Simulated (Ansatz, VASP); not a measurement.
# One calculation of AlN, two programs

POSCAR

```
AlN
1.0
    0.0000000000      2.1849006282      2.1849006282
    2.1849006282      0.0000000000      2.1849006282
    2.1849006282      2.1849006282      0.0000000000
Al N
1 1
Direct
    0.0000000000      0.0000000000      0.0000000000
    0.7500000000      0.7500000000      0.7500000000
```

INCAR.step1

```
SYSTEM = AlN
PREC = Accurate
ENCUT = 520
ISMEAR = 0
SIGMA = 0.02
LREAL = .FALSE.
LASPH = .TRUE.
NELM = 80
NBANDS = 11
GGA = PE
ALGO = Normal
EDIFF = 1E-4
LWAVE = .TRUE.
LCHARG = .FALSE.
```

File INCAR.step2:

```
SYSTEM = AlN
PREC = Accurate
ENCUT = 520
EDIFF = 1E-7
ISMEAR = 0
SIGMA = 0.02
LREAL = .FALSE.
LASPH = .TRUE.
NELM = 80
ALGO = Normal
ISIF = 2
LWAVE = .FALSE.
LCHARG = .FALSE.
METAGGA = R2SCAN
LMIXTAU = .TRUE.
NBANDS = 11
ISTART = 1
```

KPOINTS

```
Automatic mesh
0
G
  10 10 10
  0 0 0
```

Input for Ansatz:

```yaml
crystal:
  lattice:
    - [0.0, 2.1849006255, 2.1849006255]
    - [2.1849006255, 0.0, 2.1849006255]
    - [2.1849006255, 2.1849006255, 0.0]
  atoms:
    - { symbol: Al, position: [0.0, 0.0, 0.0] }
    - { symbol: "N", position: [0.75, 0.75, 0.75] }
basis:
  ecutwfc: 500
kpoints:
  mp_grid: { grid: [10, 10, 10] }
  band_path: { path: [VBM, CBM], npoints: 2 }
hamiltonian:
  xc: r2scan
scf:
  occupations: { method: gaussian, width: 0.02 }
output:
  forces: false
  stress: false
  eigenvalues: true
checkpoint:
  read: start.run
  write: ck
  compress: false
  write_wavefunctions: false
  write_every: 100000
```

Measurements of this composition are mostly on another form, of space group No. 186.

Alike in both runs: task single point; functional r2SCAN; k mesh 10 × 10 × 10; occupations gaussian, width 0.02 eV; no spin polarisation.

|  | VASP | Ansatz |
| --- | --- | --- |
| version | VASP 6.6.1 | Ansatz 0.2.0 |
| potentials or method | VASP PAW PBE potentials, release 64 (Al, N) | scalar-relativistic, plane waves, PAW |
| plane-wave cutoff (eV) | 520 | 500 |
| valence electrons in the cell | 8 | 8 |

|  | VASP | Ansatz | Ansatz less VASP |
| --- | --- | --- | --- |
| gap on the k mesh at the Fermi level (eV) | 3.93 | 3.94 | +0.007 |
| least direct gap on the mesh (eV) | 4.88 | 4.84 | -0.039 |

Caveats: the PAW data sets were made with another functional, which shifts forces and pressure a little (VASP). r2SCAN opens gaps a little over a GGA but as a rule still falls short of measured ones. A k mesh can miss the band edges.
